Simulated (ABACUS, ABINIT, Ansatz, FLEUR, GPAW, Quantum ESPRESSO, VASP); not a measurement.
TePb: equilibrium volume by level of theory

The structure is cubic, space group Fm-3m (No. 225). The conventional cell has a = 6.462 Å, b = 6.462 Å, c = 6.462 Å, α = 90.00°, β = 90.00°, γ = 90.00°. Around Pb (site symmetry m-3m) lie 6 Te at 3.23 Å. Around Te (site symmetry m-3m) lie 6 Pb at 3.23 Å.

| rung | level | program and potentials | cutoff (eV) | k mesh | smearing | task | equilibrium volume (Å³/atom) | notes |
| --- | --- | --- | --- | --- | --- | --- | --- | --- |
| LDA | LDA | Ansatz, all-electron LAPW, scalar-relativistic | - | 7 × 7 × 7 | fermi-dirac 0.05 | relaxation of cell and atoms | 32.49 | - |
| GGA | AM05 | FLEUR, all-electron, FLAPW | - | 7 × 7 × 7 | fermi-dirac 0.05 | equation of state | 33.82 | fit through 5 volumes |
| GGA | PBE | ABACUS, PseudoDojo NC SR 0.4.1 PBE standard, plane waves | 1129 | 7 × 7 × 7 | fermi-dirac 0.05 | equation of state | 35.44 | - |
| GGA | PBE | ABINIT, PseudoDojo NC SR PBE v0.4.1 standard | 925 | 5 × 5 × 5 | fermi-dirac 0.05 | relaxation of cell and atoms | 35.46 | 15 valence electrons an atom on average |
| GGA | PBE | Quantum ESPRESSO, SSSP 1.3 efficiency PBE | 748 | 7 × 7 × 7 | fermi-dirac 0.05 | equation of state | 35.39 | - |
| GGA | PBE | VASP, PBE PAW files Pb_d, Te, 600 eV | 600 | 7 × 7 × 7 | fermi-dirac 0.05 | relaxation of cell and atoms | 35.42 | 10 valence electrons an atom on average |
| GGA | PBE | VASP, PBE PAW files Pb_d_GW, Te_GW, 630 eV | 630 | 7 × 7 × 7 | fermi-dirac 0.05 | relaxation of cell and atoms | 35.39 | 11 valence electrons an atom on average |
| GGA + dispersion | PBE+D3(BJ) | Quantum ESPRESSO, PseudoDojo 0.4.1 SR PBE standard | 1088 | 7 × 7 × 7 | fermi-dirac 0.05 | equation of state | 33.99 | - |
| GGA + dispersion | PBE+D4 | VASP, PBE PAW files Pb_d, Te, 600 eV | 600 | 7 × 7 × 7 | fermi-dirac 0.05 | relaxation of cell and atoms | (a) | 10 valence electrons an atom on average |
| GGA | PBEsol | GPAW, PAW data sets generated for this functional | 600 | 6 × 6 × 6 | fermi-dirac 0.05 | equation of state | (b) | - |
| GGA + dispersion | PBEsol+D3(BJ) | VASP, PBE PAW files Pb_d, Te, 600 eV | 600 | 7 × 7 × 7 | fermi-dirac 0.05 | relaxation of cell and atoms | 32.00 | potentials made for PBE; 10 valence electrons an atom on average |
| hybrid | PBEsol0 | VASP, PBE PAW files Pb_d, Te, 600 eV | 600 | 4 × 4 × 4 | fermi-dirac 0.05 | relaxation of cell and atoms | 33.16 | coarse mesh; potentials made for PBE; 10 valence electrons an atom on average |

All rows: no spin polarisation. Smearing widths are in eV. Meshes differ between rows, which moves values too. Meshes are those of the run's cell of 2 atoms unless a note names another. Relaxations start from the cell shown or near it and stop with a little pressure left. Runs on faulty files, with rough fits or with known faults for this quantity aren't shown. No row holds spin-orbit coupling.

Problem. Estimate the values left out from the other rows.

Solution. (a) 33.88 Å³/atom; (b) 33.23 Å³/atom.
